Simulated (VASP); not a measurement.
Crystal: Li.

```xyz
1
Lattice="-1.7547 1.7547 1.7547 1.7547 -1.7547 1.7547 1.7547 1.7547 -1.7547" Properties=species:S:1:pos:R:3 pbc="T T T"
Li    0.0000    0.0000    0.0000
```

```yaml
Program: VASP 6.6.1
Task: relaxation of cell and atoms
Functional: PBE
Potentials_or_basis: VASP PAW PBE potentials, release 64 (Li_sv)
Cutoff: 600 eV
k_mesh: 16 × 16 × 16
Occupations: gaussian, width 0.1 eV
Spin: no spin polarisation
```

At the start: pressure -0.9 GPa; volume 21.61 Å³/atom.

Question: How do energy, volume and symmetry change on relaxing?

Answer: Over 4 steps the energy falls by 4.7 meV/atom and the volume is 20.03 Å³/atom (-7.3 %); space group Im-3m (No. 229, to 0.05 Å).

Step by step:
| step | energy change (eV) | largest force (eV/Å) | pressure (GPa) | volume (Å³) |
| --- | --- | --- | --- | --- |
| 1 | 0.0000 | 0.0000 | -0.90 | 21.61 |
| 2 | -0.0019 | 0.0000 | -0.71 | 21.23 |
| 3 | -0.0047 | 0.0000 | -0.08 | 20.16 |
| 4 | -0.0047 | 0.0000 | 0.01 | 20.03 |

Final structure:
```
Li
1.0
    -1.71073    1.71073    1.71073
     1.71073   -1.71073    1.71073
     1.71073    1.71073   -1.71073
Li
1
Direct
  0.00000 0.00000 0.00000
```

Caveat: the cutoff is under 1.25 times the usual one of these potentials, so pressure, stress and relaxed cells hold a basis-set (Pulay) error.
